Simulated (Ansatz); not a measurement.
# Aluminium, beta-Sn type under revPBE: structure, energy and stiffness

What does revPBE give for aluminium in the beta-Sn type structure? We relax it, solve it on a dense k-mesh, then scale the cell to 7 volumes from 88 to 112 % of the relaxed one and try a fit of the equation of state. Spin polarisation is left out. The k-meshes are 13×13×9 for the relaxation; 26×26×18 for the dense run; 18×18×12 for the volumes.

Computed with Ansatz 0.2.0 (DFT revPBE, plane waves (420 eV) with PAW, scalar-relativistic; PAW files made under PBE, frozen cores solved again for the functional, unless a step says otherwise).

## 1. The structure to begin with

The structure is tetragonal, space group I4_1/amd (No. 141). The conventional cell has a = 5.036 Å, b = 5.036 Å, c = 2.750 Å, α = 90.00°, β = 90.00°, γ = 90.00°. Around Al (site symmetry -4m2) lie 6 Al at 2.61 to 2.75 Å.

Structure file:

```xyz
2
Lattice="-2.5179 2.5179 1.3748 2.5179 -2.5179 1.3748 2.5179 2.5179 -1.3748" Properties=species:S:1:pos:R:3 pbc="T T T"
Al    0.0000    0.0000    0.0000
Al    0.0000    2.5179    0.6874
```

## 2. Geometry optimisation

File input.yaml:

```yaml
crystal:
  lattice:
    - [-2.517940941, 2.517940941, 1.3747957538]
    - [2.517940941, -2.517940941, 1.3747957538]
    - [2.517940941, 2.517940941, -1.3747957538]
  atoms:
    - { symbol: Al, position: [0.0, 0.0, 0.0] }
    - { symbol: Al, position: [0.75, 0.25, 0.5] }
hamiltonian:
  xc: revpbe
  pseudopotentials:
    kind: paw
    azcp:
      Al: "pseudopotentials/Al.paw.azcp"
basis:
  ecutwfc: 420
  fft_grid_basis: typed
kpoints:
  mp_grid: { grid: [13, 13, 9], shift: [0, 0, 0] }
magnetization:
  spin_polarized: false
scf:
  occupations: { method: fermi_dirac, width: 0.1 }
relax:
  max_steps: 60
  f_tol: 0.01
  cell: {}
```

Output:

```text
Warning: crystal.symmetry: narrowed to the stabiliser of the k-point mesh — unitary ops 16 → 4; excluded 12 operations that carry a point of the 13×13×9 mesh (shift [0, 0, 0]) off the mesh (the run samples exactly the mesh kpoints.mp_grid names, as under crystal.symmetry.detect: false, and its converged state has the mesh's symmetry, not the crystal's; ε∞, the Born charges and the force constants of a linear response (`dielectric:` by the response, `phonons.method: dfpt`) are averaged over those of the crystal's operations that the state keeps within a tolerance, where `mesh_tensors`, `unaveraged_element` or `gamma_mean_max_change_ev_ang2` stands beside them; a row that `dielectric.field_direction` solves alone is averaged likewise, with nothing beside; a Γ-centred mesh of equal divisions is mapped onto itself by every operation and keeps the whole group, as does a half-shifted one under kpoints.further_shifts: images)
Warning: RAYON_NUM_THREADS=2 ignored (pool sized by the plan → 2); use --threads N
Engine: ansatz 0.2.0, aarch64-unknown-linux-gnu
Pseudopotentials: kind: paw
Pseudopotential: Al, paw, valence charge 3, recommended cutoff 420 eV (normal), <dir>
Functional definition: revPBE
  parameter kappa = 1.245
  parameter beta = 0.06672455060314922
  exchange = pbe_x(kappa = kappa, mu = beta*pi^2/3)
  correlation = pbe_c(beta = beta)
Crystal: 2 atoms, lattice volume = 34.865 Å³
Basis set: ecut = 420 eV, 681 PW (Γ), exchange–correlation on 54×54×54 points (8 copies of the dense FFT grid, shifted against one another)
Bands: 7, of which v1, the nominal top of the filled ones, is band 3 counted from 1 (2 counted from 0)
Symmetry: 4 space group operations
k-points: 413 of 1521
Non-local potential: Al, projectors of the file, l = 0: 2, l = 1: 2, l = 2: 1
PAW form: soft (Blöchl's): semilocal exchange-correlation on the pseudo side does not see the compensation charge
PAW frozen core: Al, regenerated for the run's functional, and the local potential with it (the file was generated under x = pbe(κ = 0.804, μ = 0.2195149727645171), c = pbe(β = 0.06672455060314922))
PAW one-centre angular grid: Al, 110 points (default); XC on 64 Gauss nodes
Initial density: superposition of atomic densities (neutral atoms: chi_scale 0, normalization atom), corrected by the library's trained network
Initial wavefunctions: pseudopotential atomic-orbital guess
Functional: x = revpbe(κ = 1.245, μ = 0.2195149727645171), c = pbe(β = 0.06672455060314922)
SCF iter   1: F=—  HF=-1078.580186 eV  |F-HF|=—  |Δ(HF+E_count)|=         —  Δρ=2.79e-3  dr2=3.27e-3  ethr=1.77e-3  ⟨swp⟩=5.2  Hψ=23348  notcnv=0
preconditioner: auto → none  [metal: Δε(μ)=0.003 eV  Ē_g=8.610 eV  σ=0.100 eV  W_gap=0.01  n_scr=4 (ndim 8)  ℏωp=15.4 eV  f_vac=0.000  D(μ)=0.97/eV (n_scr^D=4)  sad-step TF]
SCF iter   2: F=—  HF=-1078.579578 eV  |F-HF|=—  |Δ(HF+E_count)|=   6.08e-4  Δρ=1.76e-3  dr2=1.34e-3  ethr=5.45e-5  ⟨swp⟩=1.0  Hψ=6195  notcnv=0
SCF iter   3: F=—  HF=-1078.579147 eV  |F-HF|=—  |Δ(HF+E_count)|=   4.31e-4  Δρ=6.64e-5  dr2=1.16e-6  ethr=2.23e-5  ⟨swp⟩=2.0  Hψ=3972  notcnv=0
SCF iter   4: F=—  HF=-1078.579143 eV  |F-HF|=—  |Δ(HF+E_count)|=   3.85e-6  Δρ=6.95e-6  dr2=2.34e-8  ethr=1.93e-8  ⟨swp⟩=2.4  Hψ=4148  notcnv=0
iter 5 did not close the SCF: its close was put off for the readings that it lacked (scf_convergence_deferred on its scf_iter line)
SCF iter   5: F=-1078.579143 eV  HF=-1078.579143 eV  |F-HF|=2.02e-9  |Δ(HF+E_count)|=   5.95e-9  Δρ=2.08e-6  dr2=3.25e-9  ethr=3.90e-10  ⟨swp⟩=2.1  Hψ=4154  notcnv=0
SCF iter   6: F=-1078.579143 eV  HF=-1078.579143 eV  |F-HF|=2.25e-11  |Δ(HF+E_count)|=  9.11e-10  Δρ=6.68e-7  dr2=1.60e-10  ethr=5.41e-11  ⟨swp⟩=1.2  Hψ=8176  notcnv=0
SCF 1 converged in 6 iterations: F = -1078.579143 eV  dr2 = 1.60e-10
relax step   1: F+E_penalty+E_count = -1078.57914322 eV  Δ(F+E_penalty+E_count) = +0.000e0 eV  max|allowed force component| = 4.011e-3 eV/Å  Δτ_max = 0.0000 Å  P = +8.641 GPa  Ω = 34.865 Å³  (6 SCF iters, dr2 threshold 1.00e-7 eV, accepted)
Crystal: 2 atoms, lattice volume = 38.639 Å³
Basis set: ecut = 420 eV, 773 PW (Γ), exchange–correlation on 54×54×54 points (8 copies of the dense FFT grid, shifted against one another)
Initial density: handed on by an earlier stage of this run
Initial wavefunctions: those handed on with the density
iter 1 solved again at ethr=3.73e-5 eV; its pass at ethr=3.10e-3 eV (dr2=2.24e-3 eV) is discarded
SCF iter   1: F=—  HF=-1078.699968 eV  |F-HF|=—  |Δ(HF+E_count)|=         —  Δρ=2.21e-3  dr2=2.18e-3  ethr=3.73e-5  ⟨swp⟩=1.0  Hψ=27969  notcnv=0
preconditioner: auto → none  [metal: Δε(μ)=0.009 eV  Ē_g=8.128 eV  σ=0.100 eV  W_gap=0.02  n_scr=4 (ndim 8)  ℏωp=14.6 eV  f_vac=0.000  D(μ)=0.96/eV (n_scr^D=4)]
SCF iter   2: F=—  HF=-1078.698363 eV  |F-HF|=—  |Δ(HF+E_count)|=   1.61e-3  Δρ=9.98e-4  dr2=4.05e-4  ethr=3.64e-5  ⟨swp⟩=1.0  Hψ=2891  notcnv=0
SCF iter   3: F=—  HF=-1078.697935 eV  |F-HF|=—  |Δ(HF+E_count)|=   4.29e-4  Δρ=7.04e-5  dr2=2.68e-6  ethr=6.75e-6  ⟨swp⟩=1.9  Hψ=3949  notcnv=0
SCF iter   4: F=—  HF=-1078.697934 eV  |F-HF|=—  |Δ(HF+E_count)|=   7.85e-7  Δρ=2.67e-5  dr2=7.58e-7  ethr=3.33e-9  ⟨swp⟩=4.1  Hψ=8150  notcnv=0
SCF iter   5: F=-1078.697934 eV  HF=-1078.697934 eV  |F-HF|=9.14e-10  |Δ(HF+E_count)|=   2.40e-7  Δρ=3.24e-6  dr2=3.06e-9  ethr=3.33e-9  ⟨swp⟩=2.3  Hψ=9408  notcnv=0
SCF 2 converged in 5 iterations: F = -1078.697934 eV  dr2 = 3.06e-9
relax step   2: F+E_penalty+E_count = -1078.69793352 eV  Δ(F+E_penalty+E_count) = -1.188e-1 eV  max|allowed force component| = 2.415e-2 eV/Å  Δτ_max = 0.0046 Å  P = +0.388 GPa  Ω = 38.639 Å³  energy of the carried Pulay correction = -1.233e-3 eV  (5 SCF iters, dr2 threshold 2.00e-7 eV, accepted)
Crystal: 2 atoms, lattice volume = 38.908 Å³
Basis set: ecut = 420 eV, 767 PW (Γ), exchange–correlation on 54×54×54 points (8 copies of the dense FFT grid, shifted against one another)
iter 1 solved again at ethr=1.27e-5 eV; its pass at ethr=3.10e-3 eV (dr2=7.60e-4 eV) is discarded
SCF iter   1: F=—  HF=-1078.707884 eV  |F-HF|=—  |Δ(HF+E_count)|=         —  Δρ=1.33e-3  dr2=7.96e-4  ethr=1.27e-5  ⟨swp⟩=1.9  Hψ=26894  notcnv=0
preconditioner: auto → none  [metal: Δε(μ)=0.020 eV  Ē_g=8.098 eV  σ=0.100 eV  W_gap=0.05  n_scr=4 (ndim 8)  ℏωp=14.6 eV  f_vac=0.000  D(μ)=0.97/eV (n_scr^D=4)]
SCF iter   2: F=—  HF=-1078.707782 eV  |F-HF|=—  |Δ(HF+E_count)|=   1.02e-4  Δρ=5.95e-4  dr2=1.27e-4  ethr=1.27e-5  ⟨swp⟩=1.0  Hψ=2908  notcnv=0
SCF iter   3: F=—  HF=-1078.707786 eV  |F-HF|=—  |Δ(HF+E_count)|=   3.88e-6  Δρ=1.31e-4  dr2=8.82e-6  ethr=2.12e-6  ⟨swp⟩=1.0  Hψ=2895  notcnv=0
SCF iter   4: F=—  HF=-1078.707786 eV  |F-HF|=—  |Δ(HF+E_count)|=   5.97e-7  Δρ=3.20e-5  dr2=3.42e-7  ethr=1.47e-7  ⟨swp⟩=1.9  Hψ=3865  notcnv=0
SCF iter   5: F=-1078.707786 eV  HF=-1078.707786 eV  |F-HF|=1.78e-10  |Δ(HF+E_count)|=   4.93e-8  Δρ=9.26e-7  dr2=4.72e-10  ethr=3.33e-9  ⟨swp⟩=3.8  Hψ=7307  notcnv=0
SCF 3 converged in 5 iterations: F = -1078.707786 eV  dr2 = 4.72e-10
relax step   3: F+E_penalty+E_count = -1078.70778576 eV  Δ(F+E_penalty+E_count) = -9.852e-3 eV  max|allowed force component| = 4.446e-2 eV/Å  Δτ_max = 0.0108 Å  P = -0.127 GPa  Ω = 38.908 Å³  energy of the carried Pulay correction = -1.305e-3 eV  (5 SCF iters, dr2 threshold 2.00e-7 eV, accepted)
[... from here on, the SCF cycles and remarks between the steps are left out ...]
relax step   4: F+E_penalty+E_count = -1078.75746179 eV  Δ(F+E_penalty+E_count) = -4.968e-2 eV  max|allowed force component| = 5.215e-2 eV/Å  Δτ_max = 0.0407 Å  P = -0.725 GPa  Ω = 39.012 Å³  energy of the carried Pulay correction = -1.318e-3 eV  (5 SCF iters, dr2 threshold 2.00e-7 eV, accepted)
relax step   5: F+E_penalty+E_count = -1078.82113711 eV  Δ(F+E_penalty+E_count) = -6.368e-2 eV  max|allowed force component| = 2.836e-2 eV/Å  Δτ_max = 0.0365 Å  P = -0.638 GPa  Ω = 38.571 Å³  energy of the carried Pulay correction = -1.172e-3 eV  (5 SCF iters, dr2 threshold 2.00e-7 eV, accepted)
relax step   6: F+E_penalty+E_count = -1078.87495861 eV  Δ(F+E_penalty+E_count) = -5.382e-2 eV  max|allowed force component| = 1.195e-1 eV/Å  Δτ_max = 0.0132 Å  P = +0.142 GPa  Ω = 37.764 Å³  energy of the carried Pulay correction = -9.211e-4 eV  (5 SCF iters, dr2 threshold 2.00e-7 eV, accepted)
relax step   7: F+E_penalty+E_count = -1078.94251486 eV  Δ(F+E_penalty+E_count) = -6.756e-2 eV  max|allowed force component| = 2.241e-2 eV/Å  Δτ_max = 0.0164 Å  P = +0.402 GPa  Ω = 37.077 Å³  energy of the carried Pulay correction = -7.132e-4 eV  (5 SCF iters, dr2 threshold 2.00e-7 eV, accepted)
relax step   8: F+E_penalty+E_count = -1078.99919345 eV  Δ(F+E_penalty+E_count) = -5.668e-2 eV  max|allowed force component| = 3.480e-2 eV/Å  Δτ_max = 0.0071 Å  P = +0.463 GPa  Ω = 36.483 Å³  energy of the carried Pulay correction = -5.316e-4 eV  (5 SCF iters, dr2 threshold 2.00e-7 eV, accepted)
relax step   9: F+E_penalty+E_count = -1079.03664788 eV  Δ(F+E_penalty+E_count) = -3.745e-2 eV  max|allowed force component| = 2.395e-1 eV/Å  Δτ_max = 0.0234 Å  P = +0.886 GPa  Ω = 35.790 Å³  energy of the carried Pulay correction = -2.999e-4 eV  (5 SCF iters, dr2 threshold 2.00e-7 eV, accepted)
relax step  10: F+E_penalty+E_count = -1079.01856164 eV  Δ(F+E_penalty+E_count) = +1.809e-2 eV  max|allowed force component| = 5.062e-1 eV/Å  Δτ_max = 0.0777 Å  P = +1.076 GPa  Ω = 35.262 Å³  energy of the carried Pulay correction = -1.118e-4 eV  (6 SCF iters, dr2 threshold 2.00e-7 eV, rejected (line search))
relax step  11: F+E_penalty+E_count = -1079.06140507 eV  Δ(F+E_penalty+E_count) = -2.476e-2 eV  max|allowed force component| = 1.527e-2 eV/Å  Δτ_max = 0.0238 Å  P = -0.041 GPa  Ω = 35.924 Å³  energy of the carried Pulay correction = -3.436e-4 eV  (7 SCF iters, accepted)
relax step  12: F+E_penalty+E_count = -1079.06900992 eV  Δ(F+E_penalty+E_count) = -7.605e-3 eV  max|allowed force component| = 3.052e-2 eV/Å  Δτ_max = 0.0021 Å  P = +0.368 GPa  Ω = 35.523 Å³  energy of the carried Pulay correction = -2.032e-4 eV  (4 SCF iters, dr2 threshold 2.00e-7 eV, accepted)
relax step  13: F+E_penalty+E_count = -1079.07148399 eV  Δ(F+E_penalty+E_count) = -2.474e-3 eV  max|allowed force component| = 5.211e-4 eV/Å  Δτ_max = 0.0046 Å  P = -0.039 GPa  Ω = 35.718 Å³  energy of the carried Pulay correction = -2.681e-4 eV  (5 SCF iters, dr2 threshold 2.00e-7 eV, accepted)
relax step  14: F+E_penalty+E_count = -1079.07330641 eV  Δ(F+E_penalty+E_count) = -1.822e-3 eV  max|allowed force component| = 5.691e-3 eV/Å  Δτ_max = 0.0005 Å  P = +0.029 GPa  Ω = 35.660 Å³  energy of the carried Pulay correction = -2.472e-4 eV  (4 SCF iters, dr2 threshold 2.00e-7 eV, accepted)
relax step  15: F+E_penalty+E_count = -1079.07333658 eV  Δ(F+E_penalty+E_count) = -3.017e-5 eV  max|allowed force component| = 4.927e-4 eV/Å  Δτ_max = 0.0005 Å  P = +0.004 GPa  Ω = 35.675 Å³  energy of the carried Pulay correction = -2.515e-4 eV  (4 SCF iters, dr2 threshold 3.37e-8 eV, accepted)
relax step  16: F+E_penalty+E_count = -1079.09582086 eV  Δ(F+E_penalty+E_count) = -2.248e-2 eV  max|allowed force component| = 2.910e-4 eV/Å  Δτ_max = 0.0000 Å  P = +0.452 GPa  Ω = 35.675 Å³  stress off target by 8.58e-1 GPa  SCF on the basis re-selected at this cell (its energy is not comparable with the rows above)  (7 SCF iters)
relax step  17: F+E_penalty+E_count = -1079.09665515 eV  Δ(F+E_penalty+E_count) = -8.343e-4 eV  max|allowed force component| = 1.682e-3 eV/Å  Δτ_max = 0.0004 Å  P = +0.058 GPa  Ω = 35.859 Å³  energy of the carried Pulay correction = -7.821e-5 eV  (4 SCF iters, dr2 threshold 2.00e-7 eV, accepted)
relax step  18: F+E_penalty+E_count = -1079.09665441 eV  Δ(F+E_penalty+E_count) = +7.383e-7 eV  max|allowed force component| = 2.100e-5 eV/Å  Δτ_max = 0.0002 Å  P = +0.003 GPa  Ω = 35.886 Å³  energy of the carried Pulay correction = -8.957e-5 eV  (4 SCF iters, dr2 threshold 2.12e-8 eV, accepted)
iter 1 solved again at ethr=6.45e-9 eV; its pass at ethr=3.10e-3 eV (dr2=3.87e-7 eV) is discarded
SCF iter   1: F=—  HF=-1079.096767 eV  |F-HF|=—  |Δ(HF+E_count)|=         —  Δρ=1.04e-5  dr2=4.86e-9  ethr=6.45e-9  ⟨swp⟩=3.1  Hψ=32336  notcnv=0
SCF iter   2: F=—  HF=-1079.096756 eV  |F-HF|=—  |Δ(HF+E_count)|=   1.07e-5  Δρ=5.25e-6  dr2=2.22e-9  ethr=8.10e-11  ⟨swp⟩=2.0  Hψ=4298  notcnv=0
SCF iter   3: F=—  HF=-1079.096756 eV  |F-HF|=—  |Δ(HF+E_count)|=   1.04e-8  Δρ=2.76e-6  dr2=2.92e-10  ethr=3.70e-11  ⟨swp⟩=2.0  Hψ=3763  notcnv=0
SCF iter   4: F=—  HF=-1079.096756 eV  |F-HF|=—  |Δ(HF+E_count)|=   3.67e-9  Δρ=1.06e-6  dr2=6.33e-11  ethr=4.86e-12  ⟨swp⟩=2.2  Hψ=4205  notcnv=0
SCF iter   5: F=-1079.096756 eV  HF=-1079.096756 eV  |F-HF|=1.82e-11  |Δ(HF+E_count)|=  5.98e-10  Δρ=2.39e-7  dr2=1.10e-11  ethr=1.00e-12  ⟨swp⟩=5.0  Hψ=9251  notcnv=0
SCF 19 converged in 5 iterations: F = -1079.096756 eV  dr2 = 1.10e-11
relax step  19: F+E_penalty+E_count = -1079.09675614 eV  Δ(F+E_penalty+E_count) = -1.017e-4 eV  max|allowed force component| = 5.249e-5 eV/Å  Δτ_max = 0.0000 Å  P = +0.004 GPa  Ω = 35.886 Å³  stress off target by 1.91e-2 GPa  SCF on the basis re-selected at this cell (its energy is not comparable with the rows above)  (5 SCF iters)
basis re-selected at this cell: Δ(F+E_penalty+E_count) = -1.017e-4 eV, ΔP = +0.001 GPa vs the last step (what re-selecting the basis moved, of the pressure what is left beyond the Pulay correction that the steps carried, after the strain that the cell walked since its last selection, with what the two solves' SCF thresholds leave and, on support functions, any second-order correction that the steps lacked; it is no measure of the basis error at this ecutwfc). This SCF's stress stands 1.91e-2 GPa from its target on what of the cell is left free (relax.cell.stress_tol is 5.00e-2 GPa) and its largest allowed force component is 5.25e-5 eV/Å (relax.f_tol is 1.00e-2 eV/Å): within both
SCF converged after 5 iterations
Free energy (F): -1079.096756 eV
Harris-Foulkes:  -1079.096756 eV  (|F-HF|=1.82e-11)
Internal energy: -1079.070018 eV  (E = F + TS)
E sigma→0 (E₀):  -1079.083387 eV
Entropy (-TS):   -0.026738 eV (-13.369 meV/atom)
Fermi energy:    7.121520 eV
--- Per-component energies (eV) ---
  E_band       = 17.229922
  E_kinetic    = 43.896068
  E_local      = 14.969921  (includes V_loc(G=0)·N_el)
  E_nonlocal   = 20.376702
  E_hartree    = 0.773942
  E_xc         = -78.793087
  E_vxc        = -56.641721  (∫ρ·V_xc dr)
  E_paw        = -938.607715  (= ΣΔE_a)
  E_vpaw       = -6.918925  (= ΣTr[D̂ρ^β])
  E_aug_tail   = -0.000003  (compensation charges beyond the density's cutoff)
  E_ewald      = -141.657125
  E_core_change = -0.028722  (= ΣΔE_core)
  E_smearing   = -0.026738  (= −TS)
  E_closure    = 0.000000  (closes the sum)
  Σ components = -1079.096756   (vs F -1079.096756, Δ=0.00e0)
--- Forces (eV/Å), atoms counted from 1 ---
  atom   1  Al     0.00005249    -0.00005249     0.00000000
  atom   2  Al    -0.00005249     0.00005249     0.00000000
  max |Σ_I F_I| component: 0.00e0 eV/Å
--- Stress (GPa, compression-positive) ---
        0.007820      -0.011253      -0.000730
       -0.011253       0.007820      -0.000730
       -0.000730      -0.000730      -0.004127
  P = ⅓ Tr σ = 0.0038 GPa (0.038 kbar)
--- Relaxed structure (17 steps of the walk, 16 accepted, 2 SCFs on fresh bases) ---
  F+E_penalty+E_count = -1079.09675614 eV   max|allowed force component| = 5.249e-5 eV/Å   (the final SCF, on the basis selected at the relaxed cell)
  cell:  # Å, volume = 35.8864 Å³
    - [-3.3155933869186898, 2.9054381131760145, 1.378074159806352]
    - [2.9054381131760145, -3.3155933869186898, 1.378074159806352]
    - [2.409845359029604, 2.409845359029604, -2.129274294858546]
  atoms:
    - { symbol: Al, position: [-0.010450619361815704, 0.010450619361815704, 1.2334208358017814e-19] }
    - { symbol: Al, position: [0.7604506193618157, 0.23954938063818434, 0.5000000000000002] }
```

Wall time 52 s (2 threads of Arm Neoverse V1, shared host); peak memory 0.42 GiB.

Relaxation path:

```tsv
step	energy change (meV/atom)	largest force (eV/Å)	pressure (GPa)	volume (Å³/atom)	accepted
1	0.00	0.0040	8.64	17.432	yes
2	-59.40	0.0241	0.39	19.319	yes
3	-64.32	0.0445	-0.13	19.454	yes
4	-89.16	0.0522	-0.72	19.506	yes
5	-121.00	0.0284	-0.64	19.286	yes
6	-147.91	0.1195	0.14	18.882	yes
7	-181.69	0.0224	0.40	18.539	yes
8	-210.03	0.0348	0.46	18.241	yes
9	-228.75	0.2395	0.89	17.895	yes
10	-219.71	0.5062	1.08	17.631	no
11	-241.13	0.0153	-0.04	17.962	yes
12	-244.93	0.0305	0.37	17.762	yes
13	-246.17	0.0005	-0.04	17.859	yes
14	-247.08	0.0057	0.03	17.830	yes
15	-247.10	0.0005	0.00	17.837	yes
16	-258.34	0.0003	0.45	17.837	yes
17	-258.76	0.0017	0.06	17.930	yes
18	-258.76	0.0000	0.00	17.943	yes
19	-258.81	0.0001	0.00	17.943	yes
```

Steps that repeat a cell are solved on a basis chosen anew, so their changes of energy are no gain of the relaxation.

Changes in the cell that was computed:

|  | before | after | change |
| --- | --- | --- | --- |
| a (Å) | 3.817 | 4.619 | +21.0 % |
| b (Å) | 3.817 | 4.619 | +21.0 % |
| c (Å) | 3.817 | 4.019 | +5.3 % |
| α (°) | 97.45 | 102.20 | +4.9 % |
| β (°) | 97.45 | 102.20 | +4.9 % |
| γ (°) | 137.78 | 144.50 | +4.9 % |
| volume (Å³/atom) | 17.432 | 17.943 | +2.9 % |
| shortest distance (Å) | 2.610 | 2.789 | +6.9 % |
| space group (spins left aside) | I4_1/amd | C2/c | changed |

## 3. Dense single point

File input.yaml:

```yaml
crystal:
  lattice:
    - [-3.3155933869, 2.9054381132, 1.3780741598]
    - [2.9054381132, -3.3155933869, 1.3780741598]
    - [2.409845359, 2.409845359, -2.1292742949]
  atoms:
    - { symbol: Al, position: [0.9895493806, 0.0104506194, 0.0] }
    - { symbol: Al, position: [0.7604506194, 0.2395493806, 0.5] }
hamiltonian:
  xc: revpbe
  pseudopotentials:
    kind: paw
    azcp:
      Al: "pseudopotentials/Al.paw.azcp"
basis:
  ecutwfc: 420
  fft_grid_basis: typed
kpoints:
  mp_grid: { grid: [26, 26, 18], shift: [0, 0, 0] }
magnetization:
  spin_polarized: false
scf:
  occupations: { method: fermi_dirac, width: 0.1 }
output:
  write_density: true
  write_potential: true
  elf: true
  volumetric_format: npy
```

Output, cut to the lines that bear on the results:

```text
Warning: RAYON_NUM_THREADS=2 ignored (pool sized by the plan → 2); use --threads N
[...]
Pseudopotentials: kind: paw
Pseudopotential: Al, paw, valence charge 3, recommended cutoff 420 eV (normal), <dir>
Functional definition: revPBE
[...]
Crystal: 2 atoms, lattice volume = 35.886 Å³
Basis set: ecut = 420 eV, 699 PW (Γ)
Bands: 7, of which v1, the nominal top of the filled ones, is band 3 counted from 1 (2 counted from 0)
Symmetry: 4 space group operations
Space group: C2/c (ITA 15), of the structure as read, at distance tolerance 3.3e-5 Å
k-points: 3174 of 12168
[...]
SCF iter   1: F=—  HF=-1079.090926 eV  |F-HF|=—  |Δ(HF+E_count)|=         —  Δρ=1.57e-3  dr2=9.62e-4  ethr=1.77e-3  ⟨swp⟩=5.1  Hψ=177639  notcnv=0
[...]
SCF iter   6: F=-1079.090780 eV  HF=-1079.090780 eV  |F-HF|=4.59e-11  |Δ(HF+E_count)|=   3.38e-9  Δρ=9.53e-7  dr2=2.88e-10  ethr=2.29e-10  ⟨swp⟩=1.1  Hψ=61034  notcnv=0
[...]
SCF converged after 6 iterations
Free energy (F): -1079.090780 eV
[...]
E sigma→0 (E₀):  -1079.077085 eV
Entropy (-TS):   -0.027391 eV (-13.695 meV/atom)
Fermi energy:    7.100794 eV
[...]
--- Band table (eV; the first three rows and the last of 3174) ---
  k-point 0: bands = ["-3.4849", "3.6794", "4.4542", "12.7769", "13.1164", "14.9620", "16.1464"]
[...]
```

Run time: 30 s. Hardware: 2 threads of Arm Neoverse V1, shared host; peak memory 1.1 GiB.

Axes a, b and c in the maps are those of this run's conventional cell (a, b, c = 2.817, 8.798, 2.897 Å).

Density in a lattice plane of the grid's cell (edges 8.80 and 2.90 Å, at 0.000 of the third edge), which holds Al.

Ten even steps from ' ' (0.06 e/Å³) to '@' (0.23 e/Å³):
```
::++@@@@@@@@%%%%%%%%####**==::....::--==**%%##--
%%@@@@@@@@++::--##%%**==--::....::==**####%%%%%%
######@@%%::    ==##++--....  ..--**%%@@%%######
%%@@@@@@@@++::--##%%**==--::....::==**####%%%%%%
::++@@@@@@@@%%%%%%%%####**==::....::--==**%%##--
  ::%%@@%%##########%%@@%%**--..  ....--++##==  
```
Columns run along the first of these edges and rows up along the second, over one cell in 24 and 6 even steps from the bottom left corner. Atoms in the plane (fractional): Al at (0.99, 1.00), Al at (0.26, 0.50).

ELF in the same plane.

Ten even steps from '0' (0.06) to '9' (0.76):
```
039998777788763212345640
789993004654321236788777
788970221542111247998777
789993004654321236788777
039998777788763212345640
207988777789974211124512
```
Columns run along the first of these edges and rows up along the second, over one cell in 24 and 6 even steps from the bottom left corner. Atoms in the plane (fractional): Al at (0.99, 1.00), Al at (0.26, 0.50).

Both are smooth fields of the valence electrons: close to the nuclei they are not physical.

Maxima of ELF outside the ion cores: 0.78 on the Al–Al line, 1.1 Å from Al; 0.62 beside Al, off the lines to its neighbours, 1.1 Å from Al.

(Part 1 of 2 ends here.)
